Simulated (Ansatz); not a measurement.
Relaxed AlSb (zinc blende):

```
CELL_PARAMETERS angstrom
      0.00000     6.22551     6.22551
      3.11275     0.00000     3.11275
      3.11275     3.11275     0.00000
ATOMIC_POSITIONS crystal
  Sb 0.37500 0.75000 0.75000
  Sb 0.87500 0.75000 0.75000
  Al 0.00000 0.00000 0.00000
  Al 0.50000 0.00000 0.00000
```

Scan: atom 1 (Sb, nearest neighbour Al at 2.696 Å; its periodic images, 4.4 Å or more away, move with it) is displaced along Cartesian z, direction (0.000, 0.000, 1.000) in Cartesian axes, by s. The other atoms stay.

These are PBE (plane waves to 420 eV, PAW, scalar-relativistic; Ansatz, a program for electronic structure) values and carry that method's errors. k mesh 5×10×10 (Γ-centred), Fermi-Dirac smearing 0.05 eV. E stands for the smeared free energy. AlSb was relaxed with its symmetry unable to fall. Spin-orbit coupling is left out, though Sb is heavy. ΔE is measured from the undisplaced structure.

```tsv
s (Å)	ΔE (meV/cell)
-0.270	280.0
-0.216	withheld
-0.162	102.3
-0.108	45.7
-0.054	11.5
0.000	0.0
0.054	11.5
0.108	45.8
0.162	102.6
0.216	181.3
0.270	281.0
```

Task: Fit a polynomial form (powers 2, 3, 4) to the given rows and predict ΔE at s = -0.216.

Result: Least squares on the 10 given rows: ΔE = (3936)·s² + (26.22)·s³ + (-1215)·s⁴, in meV/cell with s in Å; root-mean-square residual 0.03 meV/cell. At -0.216 the fit gives 180.7 meV/cell; the calculation gives 180.7 meV/cell, the same to the digits shown. The quadratic term alone would give 183.6 meV/cell.

(For displaced atoms, the force is minus the slope of the energy, and its curvature is a force constant, which sets phonon frequencies.)
